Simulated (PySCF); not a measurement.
# Gas-phase XPS of pyrazole, computed

Compound: pyrazole, C₃H₄N₂.
Bonds: C1–C2 (aromatic), C2–N3 (aromatic), N3–N4 (aromatic), N4–C5 (aromatic), C1–C5 (aromatic). Hydrogens: H6 on C1; H7 on C2; H8 on N4; H9 on C5.

Computed with PySCF 2.14.0, delta-SCF UKS SCAN, pcX-2 on the ionised atom, pcseg-1 elsewhere, spin-free X2C. Vertical ΔSCF values, vacuum level as zero.

Question: Give the core binding energies atom by atom.

Answer: 
| atom(s) | bonded to | level | binding energy (eV) | above the level's lowest (eV) | count |
| --- | --- | --- | --- | --- | --- |
| C1 | 2 C (aromatic in the SMILES) and H | C 1s | 290.32 | 0.00 | 1 |
| C2 | N (aromatic in the SMILES), C (aromatic in the SMILES) and H | C 1s | 290.92 | +0.60 | 1 |
| C5 | N (aromatic in the SMILES), C (aromatic in the SMILES) and H | C 1s | 291.42 | +1.10 | 1 |
| N3 | N (aromatic in the SMILES) and C (aromatic in the SMILES) | N 1s | 405.16 | 0.00 | 1 |
| N4 | N (aromatic in the SMILES), C (aromatic in the SMILES) and H | N 1s | 407.12 | +1.96 | 1 |

The listed C 1s values span 1.10 eV, from C1 (bonded to 2 C (aromatic in the SMILES) and H) to C5 (bonded to N (aromatic in the SMILES), C (aromatic in the SMILES) and H). The widest gap between neighbouring values is 0.60 eV, between 290.32 and 290.92 eV. Summing the Pauling electronegativity differences to the bonded atoms, each weighted by its formal bond order, gives -0.35 for the lowest site and +0.39 for the highest; no listed site has a larger sum than the highest.

Lowest listed N 1s: N3, bonded to N (aromatic in the SMILES) and C (aromatic in the SMILES). Highest, 1.96 eV above it: N4, bonded to N (aromatic in the SMILES), C (aromatic in the SMILES) and H.

Question: Which effective nuclear charge Zeff reproduces each element's mean 1s value in the hydrogen-like formula E = 13.606 eV × Zeff²?

Answer: C (Z = 6): mean 290.9 eV, Zeff = 4.62, Z − Zeff = 1.38; N (Z = 7): mean 406.1 eV, Zeff = 5.46, Z − Zeff = 1.54. Means run over the listed sites, weighted by atom count.

Question: Express the binding energy of C 1s of C1 in atomic units and per mole.

Answer: 290.32 eV = 10.6691 Eh = 28012 kJ/mol.

Isolated species at its GFN2-xTB geometry, gas phase.

Hardware: an Arm Neoverse V2 with one thread, no GPU, shared host. Cost: 16 s.
